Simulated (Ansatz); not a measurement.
**The equilibrium volume of Pt, sorted by core time**

It takes space group Im-3m (No. 229, cubic). The conventional cell has a = 3.168 Å, b = 3.168 Å, c = 3.168 Å, α = 90.00°, β = 90.00°, γ = 90.00°. Around Pt (site symmetry m-3m) lie 8 Pt at 2.74 Å.

This isn't the form of Pt at room conditions, which is fcc.

| rung | level | program and potentials | cutoff (eV) | k mesh | smearing | task | core time | chip | equilibrium volume (Å³/atom) | notes |
| --- | --- | --- | --- | --- | --- | --- | --- | --- | --- | --- |
| GGA + dispersion | BLYP+D4 | Ansatz, Ansatz PAW | 420 | 12 × 12 × 12 | fermi-dirac 0.05 | relaxation of cell and atoms | 4.8 s | Arm Neoverse V2 | 15.80 | potentials made for PBE, which Ansatz adapts in part |
| GGA + dispersion | BLYP+D3(BJ) | Ansatz, Ansatz PAW | 420 | 12 × 12 × 12 | fermi-dirac 0.05 | relaxation of cell and atoms | 5 s | Arm Neoverse V2 | 15.52 | potentials made for PBE, which Ansatz adapts in part |
| GGA + dispersion | PBEsol+D3(BJ) | Ansatz, Ansatz PAW | 420 | 12 × 12 × 12 | fermi-dirac 0.05 | relaxation of cell and atoms | 5.1 s | Arm Neoverse V2 | 14.77 | potentials made for PBE, which Ansatz adapts in part |
| GGA | BLYP | Ansatz, Ansatz PAW | 420 | 12 × 12 × 12 | fermi-dirac 0.05 | relaxation of cell and atoms | 6 s | Intel Xeon Platinum 8488C Sapphire Rapids | 16.81 | potentials made for PBE, which Ansatz adapts in part |
| LDA | LDA | Ansatz, Ansatz PAW | 420 | 12 × 12 × 12 | fermi-dirac 0.05 | relaxation of cell and atoms | 6.7 s | Intel Xeon Platinum 8488C Sapphire Rapids | 14.91 | potentials made for PBE, which Ansatz adapts in part |
| GGA + dispersion | PBEsol+D4 | Ansatz, Ansatz PAW | 420 | 12 × 12 × 12 | fermi-dirac 0.05 | relaxation of cell and atoms | 7.1 s | Arm Neoverse V2 | 14.97 | potentials made for PBE, which Ansatz adapts in part |
| meta-GGA | r2SCAN | Ansatz, Ansatz PAW | 500 | 12 × 12 × 12 | fermi-dirac 0.05 | equation of state | 15 s | AMD EPYC 7R13 Zen 3 | 15.46 | potentials made for PBE, which Ansatz adapts in part |

Times are single runs on shared hosts and different chips, so they are rough; meshes, cutoffs and the tasks' sizes weigh on the time. All rows: no spin polarisation. Smearing widths are in eV. For a metal such meshes aren't converged. Meshes are those of the run's cell of 1 atom unless a note names another. Relaxations start from the cell shown or near it and stop with a little pressure left. Runs on faulty files, with rough fits or with known faults for this quantity aren't shown. PBE isn't shown for this crystal. No row holds spin-orbit coupling.

By rung: LDA 14.91; GGA + dispersion 14.77 to 15.80; GGA 16.81; meta-GGA 15.46 (Å³/atom).
